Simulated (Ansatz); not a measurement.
**AgCl: a sublattice displacement scan**

Aim: for AgCl, measure how stiffly every Ag atom is held.

Method: DFT LDA, scalar-relativistic, plane waves, PAW, in Ansatz 0.2.0.

**1. The starting structure**

Symmetry: Fm-3m, No. 225, cubic system. Conventional cell: a = 5.546 Å, b = 5.546 Å, c = 5.546 Å, α = 90.00°, β = 90.00°, γ = 90.00°. Ag (site symmetry m-3m) has 6 Cl at 2.77 Å as nearest neighbours. Cl (site symmetry m-3m) has 6 Ag at 2.77 Å as nearest neighbours.

Coordinates:

```cif
data_structure
_symmetry_space_group_name_H-M 'P 1'
_symmetry_Int_Tables_number 1
_cell_length_a 3.9218
_cell_length_b 3.9218
_cell_length_c 3.9218
_cell_angle_alpha 60.000
_cell_angle_beta 60.000
_cell_angle_gamma 60.000
_cell_volume 42.65
loop_
_atom_site_label
_atom_site_type_symbol
_atom_site_fract_x
_atom_site_fract_y
_atom_site_fract_z
_atom_site_occupancy
Ag1 Ag 0.50000 0.50000 0.50000 1
Cl1 Cl 0.00000 0.00000 0.00000 1
```

No relaxation comes first: the listed cell is the starting point.

**2. The reference cell**

Reference values: F = -8502.8448 eV; pressure -5.57 GPa; largest force 0.000 eV/Å; gap on the mesh 0.61 eV. It was computed beforehand with the settings of the runs below.

**3. Setting up a sublattice displacement scan**

Every Ag atom is moved by x along the Cartesian unit vector (0.000, 0.000, -1.000); the cell and all other atoms stay fixed. Forces below are components along that vector, summed over the moved atoms.

**4. x = -0.100 Å**

input.yaml reads:

```yaml
crystal:
  lattice:
    - [0.0, 2.77315, 2.77315]
    - [2.77315, 0.0, 2.77315]
    - [2.77315, 2.77315, 0.0]
  atoms:
    - { symbol: Ag, position: [0.518030038, 0.518030038, 0.481969962] }
    - { symbol: Cl, position: [0.0, 0.0, 0.0] }
basis:
  ecutwfc: 420
kpoints:
  mp_grid: { grid: [8, 8, 8] }
hamiltonian:
  xc: lda
scf:
  occupations: { method: gaussian, width: 0.05 }
output:
  forces: true
  stress: true
  eigenvalues: true
```

Started as:

```
$ ansatz run input.yaml --threads 1 --pin off --max-ram 1228MiB --backend cpu --events-out ev --progress --plain --runs-dir out
```

**5. x = 0.075 Å**

Changes to input.yaml since step 4:

```diff
@@ -6,3 +6,3 @@
   atoms:
-    - { symbol: Ag, position: [0.518030038, 0.518030038, 0.481969962] }
+    - { symbol: Ag, position: [0.4864774715, 0.4864774715, 0.5135225285] }
     - { symbol: Cl, position: [0.0, 0.0, 0.0] }
```

**6. At x = -0.050 Å**

Changes to input.yaml since step 5:

```diff
@@ -6,3 +6,3 @@
   atoms:
-    - { symbol: Ag, position: [0.4864774715, 0.4864774715, 0.5135225285] }
+    - { symbol: Ag, position: [0.509015019, 0.509015019, 0.490984981] }
     - { symbol: Cl, position: [0.0, 0.0, 0.0] }
```

**7. x = 0.025 Å**

Changes to input.yaml since step 6:

```diff
@@ -6,3 +6,3 @@
   atoms:
-    - { symbol: Ag, position: [0.509015019, 0.509015019, 0.490984981] }
+    - { symbol: Ag, position: [0.4954924905, 0.4954924905, 0.5045075095] }
     - { symbol: Cl, position: [0.0, 0.0, 0.0] }
```

**8. Point x = 0.087 Å**

Changes to input.yaml since step 7:

```diff
@@ -6,3 +6,3 @@
   atoms:
-    - { symbol: Ag, position: [0.4954924905, 0.4954924905, 0.5045075095] }
+    - { symbol: Ag, position: [0.4842237167, 0.4842237167, 0.5157762833] }
     - { symbol: Cl, position: [0.0, 0.0, 0.0] }
```

**9. At x = 0.062 Å**

Changes to input.yaml since step 8:

```diff
@@ -6,3 +6,3 @@
   atoms:
-    - { symbol: Ag, position: [0.4842237167, 0.4842237167, 0.5157762833] }
+    - { symbol: Ag, position: [0.4887312262, 0.4887312262, 0.5112687738] }
     - { symbol: Cl, position: [0.0, 0.0, 0.0] }
```

**10. x = 0.037 Å**

Changes to input.yaml since step 9:

```diff
@@ -6,3 +6,3 @@
   atoms:
-    - { symbol: Ag, position: [0.4887312262, 0.4887312262, 0.5112687738] }
+    - { symbol: Ag, position: [0.4932387357, 0.4932387357, 0.5067612643] }
     - { symbol: Cl, position: [0.0, 0.0, 0.0] }
```

**11. x = 0.013 Å**

Changes to input.yaml since step 10:

```diff
@@ -6,3 +6,3 @@
   atoms:
-    - { symbol: Ag, position: [0.4932387357, 0.4932387357, 0.5067612643] }
+    - { symbol: Ag, position: [0.4977462452, 0.4977462452, 0.5022537548] }
     - { symbol: Cl, position: [0.0, 0.0, 0.0] }
```

(Steps that only read results are left out.)

What does the calculation give?

The runs gave:

```
                                                        quantity       value
force constant along x, from the points at -0.050, 0 and 0.013 Å  0.56 eV/Å²
```

In words: The restoring force grows by 0.56 eV/Å per Å near the site. No sampled point lies below the undisturbed cell. The gap on the mesh stays between 0.61 and 0.63 eV.
